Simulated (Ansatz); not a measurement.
## MoSi2As4 monolayer in a perpendicular field

Aim: how the MoSi2As4 monolayer screens a field along its normal, and what the field does to its bands. A positive field points along +c.

Main program and level: Ansatz 0.2.0; plane-wave DFT, PBE-D3(BJ), Ansatz PAW.

### Step 1. Set-up

The cell holds 7 atoms: 4 As, 2 Si and 1 Mo. Cell: a = 3.630 Å, b = 3.630 Å, c = 48.810 Å, α = 90.0°, β = 90.0°, γ = 120.0°. Vacuum lies along c.

### Step 2. Relaxation

The starting cell is a guess, so the in-plane lattice and the atoms are relaxed first, with the slab cut off from its images along the normal.

Contents of input.yaml:

```yaml
crystal:
  lattice:
    - [3.63, 0.0, 0.0]
    - [-1.815, 3.1436722157, 0.0]
    - [0.0, 0.0, 48.8102614466]
  atoms:
    - { symbol: As, position: [0.0, 0.0, 0.4087255304] }
    - { symbol: Si, position: [0.3333333333, 0.6666666667, 0.4243364103] }
    - { symbol: As, position: [0.3333333333, 0.6666666667, 0.4700235247] }
    - { symbol: Mo, position: [0.0, 0.0, 0.5] }
    - { symbol: As, position: [0.3333333333, 0.6666666667, 0.5299764753] }
    - { symbol: Si, position: [0.3333333333, 0.6666666667, 0.5756635897] }
    - { symbol: As, position: [0.0, 0.0, 0.5912744696] }
  periodic: [true, true, false]
kpoints:
  mp_grid: { grid: [12, 12, 1] }
hamiltonian:
  xc: pbe
  dispersion: d3bj
scf:
  occupations: { method: fermi_dirac, width: 0.05 }
  convergence: { dr2_threshold: 1.0e-09 }
relax:
  f_tol: 0.004
  max_steps: 90
  cell: {}
output:
  write_potential: true
  write_density: true
  volumetric_format: npy
```

Run with:

```console
ansatz run input.yaml --threads 4 --pin off --max-ram 6144MiB --backend cpu --events-out ev --progress --plain --runs-dir out
```

Numbers of over 12 decimals in the logs are rounded to 6 here.

The program printed:

```text
Warning: relax.cell: scf.convergence.dr2_threshold = 1e-9 eV is looser than the 1.95750542045e-10 eV advised for a relaxation that steers and ends on the stress (1e-10 eV for each atom of the cell: 7, times the square of relax.cell.stress_2d_tol = 0.05 N/m over 18.9 Å (the atoms' height at the walk's start and 5 Å past either face), 2.644e-2 GPa, over a crystal's default 0.05). What an SCF threshold leaves in a stress goes as its square root, and in the free energy as the threshold itself, and one threshold admits the most on a small cell: [figures from the program's tests cut] Set scf.convergence.dr2_threshold to 1.95750542045e-10 eV or tighter. [rest of the remark cut]
Engine: ansatz 0.2.0, x86_64-unknown-linux-gnu
Pseudopotentials: kind: paw
Pseudopotential: As, paw, valence charge 15, recommended cutoff 420 eV (normal), As.paw.azcp
Pseudopotential: Si, paw, valence charge 4, recommended cutoff 420 eV (normal), Si.paw.azcp
Pseudopotential: Mo, paw, valence charge 14, recommended cutoff 420 eV (normal), Mo.paw.azcp
Functional definition: PBE
  parameter kappa = 0.804
  parameter beta = 0.066725
  exchange = pbe_x(kappa = kappa, mu = beta*pi^2/3)
  correlation = pbe_c(beta = beta)
Crystal: 7 atoms, lattice volume = 557.000 Å³
Basis set: ecut = 420 eV, 10735 PW (Γ), exchange–correlation on 50×50×720 points (8 copies of the dense FFT grid, shifted against one another)
Bands: 50, of which v1, the nominal top of the filled ones, is band 41 counted from 1 (40 counted from 0)
Symmetry: 12 space group operations
Space group: P-6m2 (ITA 187), of the structure as read, at distance tolerance 8.2e-5 Å
k-points: 19 of 144 (time reversal used)
Non-local potential: As, projectors of the file, l = 0: 2, l = 1: 2, l = 2: 3, l = 3: 1
Non-local potential: Si, projectors of the file, l = 0: 2, l = 1: 2, l = 2: 2
Non-local potential: Mo, projectors of the file, l = 0: 3, l = 1: 2, l = 2: 2, l = 3: 1
PAW form: soft (Blöchl's): semilocal exchange-correlation on the pseudo side does not see the compensation charge
PAW one-centre angular grid: As, 590 points (default); XC on 64 Gauss nodes
PAW one-centre angular grid: Si, 110 points (default); XC on 64 Gauss nodes
PAW one-centre angular grid: Mo, 590 points (default); XC on 64 Gauss nodes
Initial density: superposition of atomic densities (neutral atoms: chi_scale 0, normalization atom), corrected by the library's trained network
Initial wavefunctions: pseudopotential atomic-orbital guess
Functional: x = pbe(κ = 0.804, μ = 0.219515), c = pbe(β = 0.066725)
SCF iter   1: F=—  HF=-25654.265058 eV  |F-HF|=—  |Δ(HF+E_count)|=         —  Δρ=5.10e-3  dr2=1.36e0  ethr=1.77e-3  ⟨swp⟩=14.9  Hψ=6008  notcnv=0  defer=11
preconditioner: auto → LDOS  [insulator: Δε(μ)=0.320 eV  Ē_g=8.431 eV  σ=0.050 eV  W_gap=0.91  n_scr=30 (ndim 8)  ℏωp=9.2 eV  f_vac=0.739  D(μ)=0.08/eV (n_scr^D=2)  ε∞_Penn≈2.2  β→1.0]
SCF iter   2: F=—  HF=-25655.120151 eV  |F-HF|=—  |Δ(HF+E_count)|=   8.55e-1  Δρ=1.86e-2  dr2=2.02e1  ethr=1.66e-3  ⟨swp⟩=5.7  Hψ=1824  notcnv=0  defer=44  recentre
SCF iter   3: F=—  HF=-25654.161739 eV  |F-HF|=—  |Δ(HF+E_count)|=   9.58e-1  Δρ=2.25e-3  dr2=3.32e-1  ethr=1.66e-3  ⟨swp⟩=4.9  Hψ=1792  notcnv=0  defer=37
SCF iter   4: F=—  HF=-25654.123665 eV  |F-HF|=—  |Δ(HF+E_count)|=   3.81e-2  Δρ=1.21e-3  dr2=4.35e-2  ethr=4.05e-4  ⟨swp⟩=4.4  Hψ=1692  notcnv=0  defer=37
SCF iter   5: F=—  HF=-25654.120307 eV  |F-HF|=—  |Δ(HF+E_count)|=   3.36e-3  Δρ=3.83e-4  dr2=1.15e-2  ethr=5.30e-5  ⟨swp⟩=2.4  Hψ=1278  notcnv=0  defer=37
SCF iter   6: F=—  HF=-25654.118832 eV  |F-HF|=—  |Δ(HF+E_count)|=   1.47e-3  Δρ=2.63e-4  dr2=1.52e-3  ethr=1.41e-5  ⟨swp⟩=2.9  Hψ=1414  notcnv=0  defer=37
SCF iter   7: F=—  HF=-25654.118629 eV  |F-HF|=—  |Δ(HF+E_count)|=   2.04e-4  Δρ=8.54e-5  dr2=1.29e-4  ethr=1.85e-6  ⟨swp⟩=2.7  Hψ=1386  notcnv=0  defer=37
SCF iter   8: F=—  HF=-25654.118627 eV  |F-HF|=—  |Δ(HF+E_count)|=   1.76e-6  Δρ=3.28e-5  dr2=3.62e-5  ethr=1.58e-7  ⟨swp⟩=3.0  Hψ=1485  notcnv=0  defer=37
SCF iter   9: F=—  HF=-25654.118616 eV  |F-HF|=—  |Δ(HF+E_count)|=   1.04e-5  Δρ=9.22e-6  dr2=2.63e-7  ethr=4.42e-8  ⟨swp⟩=2.8  Hψ=1239  notcnv=0  defer=37
SCF iter  10: F=—  HF=-25654.118647 eV  |F-HF|=—  |Δ(HF+E_count)|=   3.05e-5  Δρ=2.48e-6  dr2=3.47e-8  ethr=3.20e-10  ⟨swp⟩=3.7  Hψ=2155  notcnv=0  defer=37
SCF iter  11: F=—  HF=-25654.118647 eV  |F-HF|=—  |Δ(HF+E_count)|=   1.10e-7  Δρ=5.49e-7  dr2=2.70e-9  ethr=4.23e-11  ⟨swp⟩=3.3  Hψ=1662  notcnv=0  defer=37
SCF iter  12: F=-25654.118647 eV  HF=-25654.118647 eV  |F-HF|=1.24e-9  |Δ(HF+E_count)|=   9.54e-9  Δρ=1.25e-7  dr2=7.19e-11  ethr=1.22e-12  ⟨swp⟩=11.9  Hψ=7023  notcnv=0
SCF 1 converged in 12 iterations: F = -25654.118647 eV  dr2 = 7.19e-11
  greatest PAW one-centre occupation: 0.999 electrons in one spin orbital (limit 2), on the As atom at site 2 (counted from 0), in its partial waves of l = 2
relax step   1: F+E_penalty+E_count = -25654.11864696 eV  Δ(F+E_penalty+E_count) = +0.000e0 eV  max|allowed force component| = 3.140e0 eV/Å  Δτ_max = 0.0000 Å  P = +4.816 N/m  Ω = 557.000 Å³  fix = [c, alpha, beta]  reactions: c +0.000 N/m  (12 SCF iters, accepted)
Crystal: 7 atoms, lattice volume = 553.350 Å³
Basis set: ecut = 420 eV, 10699 PW (Γ), exchange–correlation on 50×50×720 points (8 copies of the dense FFT grid, shifted against one another)
Initial density: handed on by an earlier stage of this run
Initial wavefunctions: those handed on with the density
iter 1 solved again at ethr=2.09e-4 eV; its pass at ethr=3.10e-3 eV (dr2=1.72e-1 eV) is discarded
SCF iter   1: F=—  HF=-25655.162537 eV  |F-HF|=—  |Δ(HF+E_count)|=         —  Δρ=4.82e-3  dr2=1.75e-1  ethr=2.09e-4  ⟨swp⟩=3.0  Hψ=5596  notcnv=0
preconditioner: auto → Resta (q_TF=auto, 1.985 Å⁻¹)  ε∞=2.2  [insulator: Δε(μ)=0.400 eV  Ē_g=8.330 eV  σ=0.050 eV  W_gap=0.96  n_scr=30 (ndim 8)  ℏωp=9.2 eV  f_vac=0.730  D(μ)=0.04/eV (n_scr^D=0)  ε∞_Penn≈2.2  vacuum switching on, ρ_ref=5.0e-3 e/Å³]
SCF iter   2: F=—  HF=-25655.137057 eV  |F-HF|=—  |Δ(HF+E_count)|=   2.55e-2  Δρ=2.51e-3  dr2=7.00e-2  ethr=2.09e-4  ⟨swp⟩=5.2  Hψ=1870  notcnv=0
preconditioner: auto → LDOS  [insulator: Δε(μ)=0.322 eV  Ē_g=8.353 eV  σ=0.050 eV  W_gap=0.91  n_scr=30 (ndim 8)  ℏωp=9.2 eV  f_vac=0.730  D(μ)=0.07/eV (n_scr^D=2)  ε∞_Penn≈2.2  β→1.0]
SCF iter   3: F=—  HF=-25655.149920 eV  |F-HF|=—  |Δ(HF+E_count)|=   1.29e-2  Δρ=1.72e-3  dr2=1.96e-1  ethr=8.54e-5  ⟨swp⟩=4.6  Hψ=2062  notcnv=0  defer=47  recentre
SCF iter   4: F=—  HF=-25655.128534 eV  |F-HF|=—  |Δ(HF+E_count)|=   2.14e-2  Δρ=8.46e-4  dr2=7.77e-3  ethr=8.54e-5  ⟨swp⟩=4.1  Hψ=1615  notcnv=0  defer=47
[...]
SCF 3 converged in 11 iterations: F = -25655.457750 eV  dr2 = 3.60e-10
  greatest PAW one-centre occupation: 0.999 electrons in one spin orbital (limit 2), on the As atom at site 4 (counted from 0), in its partial waves of l = 2
relax step   3: F+E_penalty+E_count = -25655.45775035 eV  Δ(F+E_penalty+E_count) = -3.303e-1 eV  max|allowed force component| = 4.903e-1 eV/Å  Δτ_max = 0.1947 Å  P = -1.325 N/m  Ω = 545.800 Å³  energy of the carried Pulay correction = +4.542e-4 eV  fix = [c, alpha, beta]  reactions: c -0.000 N/m  (11 SCF iters, accepted)
[...]
relax step   4: F+E_penalty+E_count = -25655.52848217 eV  Δ(F+E_penalty+E_count) = -7.073e-2 eV  max|allowed force component| = 1.473e-1 eV/Å  Δτ_max = 0.1154 Å  P = -0.155 N/m  Ω = 535.661 Å³  energy of the carried Pulay correction = +8.734e-4 eV  fix = [c, alpha, beta]  reactions: c -0.000 N/m  (10 SCF iters, accepted)
[...]
relax step   5: F+E_penalty+E_count = -25655.52973657 eV  Δ(F+E_penalty+E_count) = -1.254e-3 eV  max|allowed force component| = 3.925e-2 eV/Å  Δτ_max = 0.0083 Å  P = +0.012 N/m  Ω = 535.148 Å³  energy of the carried Pulay correction = +8.948e-4 eV  fix = [c, alpha, beta]  reactions: c +0.000 N/m  (9 SCF iters, accepted)
[...]
relax step   6: F+E_penalty+E_count = -25655.52980710 eV  Δ(F+E_penalty+E_count) = -7.053e-5 eV  max|allowed force component| = 3.986e-3 eV/Å  Δτ_max = 0.0018 Å  P = -0.031 N/m  Ω = 535.551 Å³  energy of the carried Pulay correction = +8.780e-4 eV  fix = [c, alpha, beta]  reactions: c -0.000 N/m  (7 SCF iters, accepted)
[...]
relax step   7: F+E_penalty+E_count = -25655.52908060 eV  Δ(F+E_penalty+E_count) = +7.265e-4 eV  max|allowed force component| = 4.022e-3 eV/Å  Δτ_max = 0.0000 Å  P = -0.040 N/m  Ω = 535.551 Å³  fix = [c, alpha, beta]  reactions: c -0.000 N/m  stress off target by 3.95e-2 N/m on what of the cell is left free  SCF on the basis re-selected at this cell (its energy is not comparable with the rows above)  (6 SCF iters)
[...]
relax step   8: F+E_penalty+E_count = -25655.52908154 eV  Δ(F+E_penalty+E_count) = -9.344e-7 eV  max|allowed force component| = 7.919e-4 eV/Å  Δτ_max = 0.0003 Å  P = -0.051 N/m  Ω = 535.551 Å³  fix = [c, alpha, beta]  reactions: c -0.000 N/m  (5 SCF iters, accepted)
[...]
relax step   9: F+E_penalty+E_count = -25655.52909647 eV  Δ(F+E_penalty+E_count) = -1.493e-5 eV  max|allowed force component| = 2.593e-4 eV/Å  Δτ_max = 0.0004 Å  P = -0.002 N/m  Ω = 535.343 Å³  energy of the carried Pulay correction = +8.175e-6 eV  fix = [c, alpha, beta]  reactions: c -0.000 N/m  (6 SCF iters, accepted)
iter 1 solved again at ethr=1.94e-6 eV; its pass at ethr=3.10e-3 eV (dr2=1.59e-3 eV) is discarded
SCF iter   1: F=—  HF=-25655.529092 eV  |F-HF|=—  |Δ(HF+E_count)|=         —  Δρ=2.12e-6  dr2=1.79e-8  ethr=1.94e-6  ⟨swp⟩=6.4  Hψ=9106  notcnv=0
eigensolver tolerance schedule: the retry pair's looser diagonalisation over-reported the residual by 89053.84 of it (diagonalisation noise at an unbounded share of the residual, at the tolerance the schedule requests for it); recorded, not acted on — ethr = c·dr2/N_el stays at c = 1.0e-1
SCF iter   2: F=—  HF=-25655.529087 eV  |F-HF|=—  |Δ(HF+E_count)|=   4.26e-6  Δρ=1.10e-6  dr2=1.11e-8  ethr=2.18e-11  ⟨swp⟩=6.5  Hψ=3996  notcnv=0
SCF iter   3: F=—  HF=-25655.529087 eV  |F-HF|=—  |Δ(HF+E_count)|=   1.58e-9  Δρ=6.64e-7  dr2=1.85e-9  ethr=1.36e-11  ⟨swp⟩=2.0  Hψ=1091  notcnv=0
SCF iter   4: F=—  HF=-25655.529087 eV  |F-HF|=—  |Δ(HF+E_count)|=  4.11e-10  Δρ=4.89e-7  dr2=1.07e-9  ethr=1.22e-12  ⟨swp⟩=17.4  Hψ=7661  notcnv=0
SCF iter   5: F=-25655.529087 eV  HF=-25655.529087 eV  |F-HF|=8.00e-11  |Δ(HF+E_count)|=  1.53e-10  Δρ=1.84e-7  dr2=1.42e-10  ethr=1.22e-12  ⟨swp⟩=9.5  Hψ=5362  notcnv=0
SCF 10 converged in 5 iterations: F = -25655.529087 eV  dr2 = 1.42e-10
relax step  10: F+E_penalty+E_count = -25655.52908724 eV  Δ(F+E_penalty+E_count) = +9.224e-6 eV  max|allowed force component| = 2.616e-4 eV/Å  Δτ_max = 0.0000 Å  P = -0.002 N/m  Ω = 535.343 Å³  fix = [c, alpha, beta]  reactions: c -0.000 N/m  stress off target by 1.57e-3 N/m on what of the cell is left free  SCF on the basis re-selected at this cell (its energy is not comparable with the rows above)  (5 SCF iters)
basis re-selected at this cell: Δ(F+E_penalty+E_count) = +9.224e-6 eV, ΔP = -0.000 N/m vs the last step (what re-selecting the basis moved, of the pressure what is left beyond the Pulay correction that the steps carried, after the strain that the cell walked since its last selection, with what the two solves' SCF thresholds leave and, on support functions, any second-order correction that the steps lacked; it is no m [...]
SCF converged after 5 iterations
Free energy (F): -25655.529087 eV
Harris-Foulkes:  -25655.529087 eV  (|F-HF|=8.00e-11)
Internal energy: -25655.529077 eV  (E = F + TS)
E sigma→0 (E₀):  -25655.529082 eV
Entropy (-TS):   -0.000010 eV (-0.001 meV/atom)
Fermi energy:    -4.539282 eV
--- Per-component energies (eV) ---
  E_band       = -2312.302063
  E_kinetic    = 937.940841
  E_local      = -469147.501941  (includes V_loc(G=0)·N_el)
  E_nonlocal   = -2486.271463
  E_hartree    = 234123.575161
  E_xc         = -612.146808
  E_vxc        = -641.432333  (∫ρ·V_xc dr)
  E_paw        = -11568.551440  (= ΣΔE_a)
  E_vpaw       = 777.808844  (= ΣTr[D̂ρ^β])
  E_aug_tail   = 0.000077  (compensation charges beyond the density's cutoff)
  E_ewald      = 223099.978848
  E_disp       = -2.552352  (pairwise vdW)
  E_smearing   = -0.000010  (= −TS)
  E_closure    = -0.000000  (closes the sum)
  Σ components = -25655.529087   (vs F -25655.529087, Δ=0.00e0)
--- Forces (eV/Å), atoms counted from 1 ---
  atom   1  As     0.00000000    -0.00000000     0.00020542
  atom   2  Si    -0.00000000     0.00000000    -0.00026162
  atom   3  As    -0.00000000    -0.00000000    -0.00020488
  atom   4  Mo     0.00000000    -0.00000000     0.00000000
  atom   5  As    -0.00000000    -0.00000000     0.00020488
  atom   6  Si     0.00000000     0.00000000     0.00026162
  atom   7  As     0.00000000    -0.00000000    -0.00020542
  max |Σ_I F_I| component: 9.25e-17 eV/Å
--- 2D stress c σ (N/m, compression-positive) ---
       -0.001573       0.000000       0.000000
        0.000000      -0.001573       0.000000
        0.000000       0.000000       0.000000
  P = ½ c Tr σ = -0.0016 N/m
--- Band table (eV; the first three rows and the last of 19) ---
  k-point 0: bands = [... 37 lower, -5.3264, -5.2750, -5.2750, -5.1360, -2.0933, -2.0933, -1.9817, -1.9622, ... 5 higher]
  k-point 1: bands = [... 37 lower, -5.6752, -5.5333, -5.4686, -5.1267, -2.4364, -2.3071, -1.9277, -1.8206, ... 5 higher]
  k-point 2: bands = [... 37 lower, -5.9758, -5.8878, -5.8322, -5.2797, -2.9075, -2.8891, -2.0120, -1.7902, ... 5 higher]
  k-point 18: bands = [... 37 lower, -7.5831, -6.5248, -5.7990, -4.9530, -4.1087, -3.7767, -3.3621, -2.8007, ... 5 higher]
  the weakly bound empty levels are not read free of the cell's end (no_gap_told)
--- Relaxed structure (8 steps of the walk, 8 accepted, 2 SCFs on fresh bases) ---
  F+E_penalty+E_count = -25655.52908724 eV   max|allowed force component| = 2.616e-4 eV/Å   (the final SCF, on the basis selected at the relaxed cell)
  cell:  # Å, volume = 535.3435 Å³
    - [3.558733, 0.0, 0.0]
    - [-1.779366, 3.081953, 0.0]
    - [0.0, 0.0, 48.8102614466]
  atoms:
    - { symbol: As, position: [1.057355261855499e-17, -5.1357255561990646e-17, 0.398115] }
    - { symbol: Si, position: [0.333333, 0.666667, 0.421276] }
    - { symbol: As, position: [0.333333, 0.666667, 0.469250] }
    - { symbol: Mo, position: [1.0573552618554984e-17, -5.1357255561990646e-17, 0.500000] }
    - { symbol: As, position: [0.333333, 0.666667, 0.530750] }
    - { symbol: Si, position: [0.333333, 0.666667, 0.578724] }
    - { symbol: As, position: [1.057355261855499e-17, -5.1357255561990646e-17, 0.601885] }
```

Elapsed: 54 s, on 4 threads of AMD EPYC 9R45, shared host; peak memory 1.2 GiB.

The steps of the relaxation:

| step | energy less that of the first step (eV) | largest force component (eV/Å) | volume (Å³) |
| --- | --- | --- | --- |
| 1 | 0.0000 | 3.1402 | 557.00 |
| 2 | -1.0088 | 1.4149 | 553.35 |
| 3 | -1.3391 | 0.4903 | 545.80 |
| 4 | -1.4098 | 0.1473 | 535.66 |
| 5 | -1.4111 | 0.0393 | 535.15 |
| 6 | -1.4112 | 0.0040 | 535.55 |
| 7* | -1.4104 | 0.0040 | 535.55 |
| 8 | -1.4104 | 0.0008 | 535.55 |
| 9 | -1.4104 | 0.0003 | 535.34 |
| 10* | -1.4104 | 0.0003 | 535.34 |

Relaxation steps marked * repeat the geometry before them on a plane-wave basis chosen anew for their cell, so energy and pressure can jump there.

The run keeps the 12 symmetry operations that it works with, so distortions that break them were not tested.

| cell as run | before | after | change |
| --- | --- | --- | --- |
| a (Å) | 3.630 | 3.559 | -2.0 % |
| b (Å) | 3.630 | 3.559 | -2.0 % |

The atoms that moved most (Å, along periodic axes as changes of fractional coordinates times the final cell, across vacuum about the mean position):

```csv
atom,dx,dy,dz,length
As7,0.000,0.000,0.518,0.518
As1,0.000,0.000,-0.518,0.518
Si6,0.000,0.000,0.149,0.149
Si2,0.000,0.000,-0.149,0.149
As5,0.000,0.000,0.038,0.038
As3,0.000,0.000,-0.038,0.038
```

The relaxed structure:

```cif
data_structure
_symmetry_space_group_name_H-M 'P 1'
_symmetry_Int_Tables_number 1
_cell_length_a 3.5587
_cell_length_b 3.5587
_cell_length_c 48.8103
_cell_angle_alpha 90.000
_cell_angle_beta 90.000
_cell_angle_gamma 120.000
_cell_volume 535.34
loop_
_atom_site_label
_atom_site_type_symbol
_atom_site_fract_x
_atom_site_fract_y
_atom_site_fract_z
_atom_site_occupancy
As1 As 0.00000 0.00000 0.39812 1
Si2 Si 0.33333 0.66667 0.42128 1
As3 As 0.33333 0.66667 0.46925 1
Mo4 Mo 0.00000 0.00000 0.50000 1
As5 As 0.33333 0.66667 0.53075 1
Si6 Si 0.33333 0.66667 0.57872 1
As7 As 0.00000 0.00000 0.60188 1
```

The lattice constant a goes from 3.630 to 3.559 Å.

[end of part 1 of 2]

[Logs are printed without paths, hosts, clocks, repeated set-up lines and the standing remarks that a program may print on its own settings, such as how far it seeks lower states.]

[Hosts, paths, dates, database ids (printed as entryN), source tags and the programs' standing remarks are cut or masked in the printed files.]

[Maps of the electrostatic potential energy from Ansatz leave out the sawtooth potential of an applied field or a dipole correction, so their vacuum need not be flat; planar profiles and work functions include it.]
